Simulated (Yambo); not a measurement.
# BiTe (R-3m) in Yambo: settings compared, part 2 of 2

Yambo 5.3.0. The steps go on from the part before.

## Step 4: Optical spectrum, PBEsol

optics1.in

```
optics
chi
Chimod= "HARTREE"
% BndsRnXd
 1 | 36 |
%
NGsBlkXd= 2 Ry
% LongDrXd
 1 | 0 | 0 |
%
% QpntsRXd
 1 | 1 |
%
% EnRngeXd
 0 | 30 | eV
%
% DmRngeXd
 0.1 | 0.1 | eV
%
ETStpsXd= 200
```

scf.in

```
&CONTROL
  calculation = 'scf'
  prefix = 'pwscf'
  outdir = './tmp'
  pseudo_dir = './pseudo'
/
&SYSTEM
  ibrav = 0
  nat = 2
  ntyp = 2
  ecutwfc = 80
  nbnd = 23
  occupations = 'smearing'
  smearing = 'fd'
  degauss = 0.00367493
  force_symmorphic = .true.
/
&ELECTRONS
  conv_thr = 4d-10
  electron_maxstep = 120
  mixing_beta = 0.5
/
ATOMIC_SPECIES
Bi   208.9804 Bi.upf
Te   127.6000 Te.upf
CELL_PARAMETERS angstrom
   2.4227077728    1.3987509848    3.3172919545
  -2.4227077728    1.3987509848    3.3172919545
   0.0000000000   -2.7975019696    3.3172919545
ATOMIC_POSITIONS crystal
Bi     0.5000000000    0.5000000000    0.5000000000
Te     0.0000000000    0.0000000000    0.0000000000
K_POINTS automatic
8 8 8 0 0 0
```

nscf.in

```
&CONTROL
  calculation = 'nscf'
  prefix = 'pwscf'
  outdir = './tmp'
  pseudo_dir = './pseudo'
/
&SYSTEM
  ibrav = 0
  nat = 2
  ntyp = 2
  ecutwfc = 80
  nbnd = 36
  occupations = 'smearing'
  smearing = 'fd'
  degauss = 0.00367493
  force_symmorphic = .true.
/
&ELECTRONS
  conv_thr = 1d-08
  diago_full_acc = .true.
  diago_thr_init = 1d-06
/
ATOMIC_SPECIES
Bi   208.9804 Bi.upf
Te   127.6000 Te.upf
CELL_PARAMETERS angstrom
   2.4227077728    1.3987509848    3.3172919545
  -2.4227077728    1.3987509848    3.3172919545
   0.0000000000   -2.7975019696    3.3172919545
ATOMIC_POSITIONS crystal
Bi     0.5000000000    0.5000000000    0.5000000000
Te     0.0000000000    0.0000000000    0.0000000000
K_POINTS automatic
8 8 8 0 0 0
```

Potentials or basis: PseudoDojo 0.4.1 SR PBEsol standard.

Launch:

```bash
$ OMP_NUM_THREADS=1 pw.x -in scf.in > scf.out
$ OMP_NUM_THREADS=1 pw.x -in nscf.in > nscf.out
$ cd tmp/pwscf.save; p2y; mv SAVE ../..; cd ../..
$ OMP_NUM_THREADS=1 yambo
$ OMP_NUM_THREADS=1 yambo -F optics1.in -J optics1 -C optics1_out
```

Yambo's report:

```text
[... sections 02.01 to 02.04 as in the set-up run ...]

[... 5 lines left out ...]
  [X] Bosonic    Temperature                        :  0.258606E-1   300.100    [eV K]
  [X] Finite Temperature mode                       : yes
  [X] El. density                                   :  0.45961E+24 [cm-3]
  [X] Fermi Level                                   :  9.936772 [eV]

  [X] === Gaps and Widths ===
  [X] Conduction Band Min                           :  9.936772 [eV]
  [X] Valence Band Max                              :  9.936772 [eV]
  [X] Filled Bands                                  :  15
  [X] Metallic Bands                                :  16  18
  [X] Empty Bands                                   :   19   36

  [X] === Metallic Characters ===
  [X] N of el / N of met el                         :  31.00000   1.18623
  [X] Average metallic occ.                         :  0.098852

  [WARNING] [X] Metallic system

 [03] Transferred momenta grid and indexing
 ==========================================

 IBZ Q-points                                      :   65
 BZ  Q-points                                      :   512

 K/Q-points units:
 rlu = crystal or reduced units; cc = cartesian coordinates; iku = interal k-units

 Q [ 1]         [rlu]:  0.000000  0.000000  0.000000
 Q [ 2]         [rlu]:  0.12515E-17  0.12515E-17  0.12500
 Q [ 3]         [rlu]:  0.16349E-16  0.16349E-16  0.25000
 Q [ 4]         [rlu]:  0.31367E-16  0.59122E-16  0.37500
 Q [ 5]         [rlu]: -0.32698E-16 -0.32698E-16 -0.50000
 Q [ 6]         [rlu]:  0.44105E-16  0.12500      0.12500
 Q [ 7]         [rlu]:  0.45308E-16  0.12500      0.25000
 Q [ 8]         [rlu]:  0.88209E-16  0.12500      0.37500
 Q [ 9]         [rlu]:  0.63371E-17  0.12500      0.50000
 Q [10]         [rlu]:  0.11407E-16  0.12500     -0.37500
 Q [11]         [rlu]: -0.12197E-17  0.12500     -0.25000
 Q [12]         [rlu]:  0.33402E-16  0.12500     -0.12500
 Q [13]         [rlu]:  0.88209E-16  0.25000      0.25000
 Q [14]         [rlu]:  0.11717E-15  0.25000      0.37500
 Q [15]         [rlu]: -0.47779E-16  0.25000      0.50000
[... 33 lines left out ...]
 Q [49]         [rlu]:  0.250000  0.250000  0.500000
 Q [50]         [rlu]:  0.250000  0.250000  0.625000

 Remaining 15 points informations can be written running with -fatlog

 [04] Dipoles
 ============

  [04.01] Setup: observables and procedures
  =========================================

  [WF-Oscillators/G space/Transverse up loader] Normalization (few states)  min/max  :  0.35315E-17   1.0000

  [WR./optics1//ndb.dipoles]------------------------------------------------------
   Brillouin Zone Q/K grids (IBZ/BZ)                :    65   512    65   512
   RL vectors                                       :   6799 [WF]
   Fragmentation                                    : yes
   Electronic Temperature                           :  300.1000 [K]
   Bosonic    Temperature                           :  300.1000 [K]
   DIP band range                                   :    1   36
   DIP band range limits                            :  18  16
   DIP e/h energy range                             : -1.000000 -1.000000 [eV]
   RL vectors in the sum                            :   6799
   [r,Vnl] included                                 : yes
   Bands ordered                                    : yes
[... 7 lines left out ...]
  [WARNING] In case H contains other non local terms, these are neglected

 [05] Optics
 ===========

 [X-CG] R(p) Tot o/o(of R):   17564  168564     100

 [WARNING] The system is a metal but Drude term not included.
```

o-optics1.eel_q1_inv_rpa_dyson:

```text
# Electron Energy Loss @ Q(1):   1.00000000      0.00000000      0.00000000    [q->0 direction]
#
# [ X ] Hartree size                              :  27
# [GEN] GF Energies                               : Perdew, Burke & Ernzerhof SOL(X)+Perdew, Burke & Ernzerhof SOL(C)
# [GEN] Green`s Function                          : Retarded
#
# [GEN] Gauge                                     : Length
# [GEN] [r,Vnl] included                          : yes
#
#    E[1] [eV]          Im(eel)            Re(eel)            Im(eel_o)          Re(eel_o)
#
        0.000000           0.21122E-10       -0.003449           0.21340E-20       -0.003439
        0.150754           0.006624          -0.004391           0.006563          -0.004404
        0.301508           0.010273          -0.750415E-3        0.010226          -0.809876E-3
        0.452261           0.018109           0.003518           0.018099           0.003332
        0.603015           0.027546           0.005287           0.027543           0.004875
        0.753769           0.035318           0.026409           0.036279           0.025928
[... 192 lines left out ...]
        29.84925           0.083518          -1.114060           0.089461          -1.128585
        30.00000           0.093340          -1.090217           0.110909          -1.111194
#
```

o-optics1.eps_q1_inv_rpa_dyson:

```text
# Absorption @ Q(1):   1.00000000      0.00000000      0.00000000    [q->0 direction]
#
# [ X ] Hartree size                              :  27
# [GEN] GF Energies                               : Perdew, Burke & Ernzerhof SOL(X)+Perdew, Burke & Ernzerhof SOL(C)
# [GEN] Green`s Function                          : Retarded
#
# [GEN] Gauge                                     : Length
# [GEN] [r,Vnl] included                          : yes
#
#    E[1] [eV]          Im(eps)            Re(eps)            Im(eps_o)          Re(eps_o)
#
        0.000000           0.177530E-5        289.9118           0.18042E-15        290.7714
        0.150754           104.8817           69.52502           105.0667           70.50014
        0.301508           96.82257           7.072383           97.17585           7.695742
        0.452261           53.21210          -10.33869           53.43982          -9.837453
        0.603015           35.01340          -6.719676           35.20360          -6.230290
        0.753769           18.16050          -13.57934           18.24493          -13.03967
[... 192 lines left out ...]
        29.84925           0.066916           0.892601           0.069798           0.880532
        30.00000           0.077960           0.910574           0.088937           0.891056
#
```

It took 3.4 min on 1 thread of Arm Neoverse V1, shared host; peak memory 0.83 GiB.

What came out:

* Band gap on the k mesh, mean-field level: none (metal or under the smearing width)
* Peak of the energy-loss function: 16.6 eV

Dielectric function (along the field direction of the input):
```
energy (eV)  real part  imaginary part
       0.30       7.07           96.82
       0.90      -3.14            8.92
       1.51      -9.56           17.80
       2.26      -2.43            8.81
       2.86      -2.66            6.57
       3.62      -1.49            2.13
       4.22      -0.22            1.10
       4.97       1.20            0.94
       5.58       2.35            1.72
       6.33       1.54            3.67
       6.93       1.55            3.14
       7.69      -0.46            2.60
       8.29      -0.60            1.67
       9.05      -0.54            1.10
       9.65      -0.02            1.05
      10.40       0.10            0.74
      11.01       0.24            0.62
      11.76       0.32            0.68
      12.36       0.34            0.60
      13.12       0.54            0.52
      13.72       0.52            0.46
      14.47       0.60            0.43
      15.08       0.60            0.48
      15.83       0.41            0.67
      16.43       0.32            0.46
      17.19       0.56            0.25
      17.79       0.57            0.23
      18.54       0.63            0.21
      19.15       0.64            0.19
      19.90       0.70            0.18
```

Energy-loss function:
```tsv
energy (eV)	loss
0.0	0.000
1.4	0.032
2.6	0.137
3.9	0.451
5.3	0.322
6.5	0.291
7.8	0.407
9.2	0.828
10.4	1.332
11.8	1.205
13.1	0.917
14.3	0.893
15.7	0.784
16.9	0.819
18.2	0.517
19.6	0.295
20.8	0.198
22.2	0.211
23.5	0.294
24.7	0.195
26.1	0.215
27.4	0.411
28.6	0.155
30.0	0.093
```

Caveat: the intraband (Drude) term of the metal is left out; the ground state has no gap, which makes the many-body step unreliable; spectra need much finer meshes, so this one isn't converged; these spectra lack excitons; spin-orbit coupling is left out, which moves the levels of the heavy elements.

## Step 5: Summary

```tsv
level	potentials or basis	direction of the field or of q to 0	broadening	kernel	top of the energy range	energy points	other keys	gap on the mesh (eV)
PBE	PseudoDojo 0.4.1 SR PBE standard	y	0.3 eV	none (independent particles)	10 eV	300	several, not listed	none
PBEsol	PseudoDojo 0.4.1 SR PBEsol standard	x	0.3 eV	none (independent particles)	15 eV	200	-	none
PBEsol	PseudoDojo 0.4.1 SR PBEsol standard	x	0.1 eV	Hartree (RPA with local fields)	30 eV	200	-	none
```

Alike in all rows: task optical spectrum; no spin polarisation; cell as given; k mesh 8 × 8 × 8; cutoff (eV) 1088; smearing fermi-dirac 0.05 eV.

Caveats: the intraband (Drude) term of the metal is left out; the ground state has no gap, which makes the many-body step unreliable; spectra need much finer meshes, so this one isn't converged; spin-orbit coupling is left out, which moves the levels of the heavy elements; independent-particle spectra lack excitons (some runs); these spectra lack excitons (some runs).

Total energies depend on the potentials used, so only differences within one code and one set of settings carry meaning.
